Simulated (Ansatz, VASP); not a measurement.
## BN: VASP beside Ansatz

INCAR

```
  ALGO = Normal
  EDIFF = 1E-7
  ENCUT = 520
  GGA = PS
  ISIF = 2
  ISMEAR = 0
  LASPH = True
  LCHARG = False
  LREAL = False
  LWAVE = False
  NBANDS = 16
  NELM = 100
  PREC = Accurate
  SIGMA = 0.05
```

File KPOINTS:

```
k-points
0
Gamma
  12 12 4
```

File POSCAR:

```
BN
1.0
    2.7038137805      0.0000000000      0.0000000000
   -1.3519068903      2.3415714211      0.0000000000
    0.0000000000      0.0000000000      5.7652672305
B N
2 2
Direct
    0.0000000000      0.0000000000      0.5000000000
    0.3333333333      0.6666666667      0.0000000000
    0.0000000000      0.0000000000      0.0000000000
    0.6666666667      0.3333333333      0.5000000000
```

Input for Ansatz:

```yaml
crystal:
  lattice:
    - [2.7038137805, 0.0, 0.0]
    - [-1.3519068903, 2.3415714211, 0.0]
    - [0.0, 0.0, 5.7652672305]
  atoms:
    - { symbol: B, position: [0.0, 0.0, 0.5] }
    - { symbol: B, position: [0.3333333333, 0.6666666667, 0.0] }
    - { symbol: "N", position: [0.0, 0.0, 0.0] }
    - { symbol: "N", position: [0.6666666667, 0.3333333333, 0.5] }
basis:
  ecutwfc: 420
kpoints:
  mp_grid: { grid: [12, 12, 4] }
hamiltonian:
  xc: pbesol
scf:
  occupations: { method: gaussian, width: 0.05 }
output:
  forces: true
  stress: true
  eigenvalues: true
```

Alike in both runs: task single point; functional PBEsol; k mesh 12 × 12 × 4; occupations gaussian, width 0.05 eV; no spin polarisation.

```csv
,VASP,Ansatz
version,VASP 6.6.1,Ansatz 0.2.0
potentials or method,"VASP PAW PBE potentials, release 64 (B, N)","scalar-relativistic, plane waves, PAW"
plane-wave cutoff (eV),520,420
valence electrons in the cell,16,16
```

|  | VASP | Ansatz | Ansatz less VASP |
| --- | --- | --- | --- |
| gap on the k mesh at the Fermi level (eV) | 3.30 | 3.31 | +0.006 |
| least direct gap on the mesh (eV) | 3.45 | 3.45 | +0.006 |

The functional is the same, so the differences come from potentials, cutoffs and numerics.

 As with any semilocal functional, this PBEsol gap is likely too small. A k mesh can miss the band edges.
